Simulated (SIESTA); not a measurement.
# Al2O3 under changes of volume

One of the cells (13.454 Å³/atom); the others are scaled copies at fixed shape and fractional positions:

```
Al O
1.0
     2.88432    0.00000    0.00000
    -1.44216    2.49790    0.00000
     0.00000    0.00000    9.33675
Al O
2 3
Direct
  0.00000 0.00000 0.85001
  0.00000 0.00000 0.14999
  0.33333 0.66667 0.77768
  0.66667 0.33333 0.00000
  0.33333 0.66667 0.22232
```

Measurements of this composition are mostly on another form, of space group No. 167.

```yaml
Program: SIESTA 5.4.2
Functional: PBEsol
Potentials_or_basis: PseudoDojo 0.4 standard (PBEsol files)
Basis: DZP (energy shift 0.003 Ry)
Grid_cutoff: 800 Ry
Energy_shift: 0.003 Ry
k_mesh: 8 × 8 × 2
Occupations: fermi-dirac, width 0.05 eV
Spin: no spin polarisation
```

```csv
volume (Å³/atom),energy over the lowest point (meV/atom),pressure (GPa),gap on the mesh (eV),largest force (eV/Å)
12.647,15.91,8.3,5.31,1.021
12.916,5.10,4.7,5.12,0.737
13.185,0.00,1.4,4.94,0.545
13.454,?,?,?,?
13.723,4.79,-4.1,4.59,0.425
13.992,13.66,-6.4,4.43,0.374
14.261,26.29,-8.5,4.27,0.385
```

Problem. What does the run at 13.454 Å³/atom give?

Solution. Energy over the lowest point 0.09 meV/atom; pressure -1.5 GPa; gap on the mesh 4.76 eV; largest force 0.482 eV/Å.

Worked out: A Birch-Murnaghan fit of order 3 (a polynomial in V^(-2/3)) to the other rows has its minimum at 13.31 Å³/atom with B0 = V·E''(V) = 144 GPa and B' = 4.3 at fixed shape and positions, which overstates the stiffness. It gives 0.08 meV/atom at 13.454 Å³/atom, against the run's 0.09, and -dE/dV = -1.5 GPa, against -1.5. A straight line through the other rows of the gap, of slope -8.66 eV per unit of ln V, gives 4.77 eV, against the run's 4.76.

Energies are extrapolated to zero smearing.

Caveats: the basis of atomic orbitals isn't converged, which shifts pressures, moduli and gaps; forces of over 1 eV/Å show positions far from the minimum, so gaps and moduli don't describe the material at rest (some runs).

A mesh can miss the band edges.
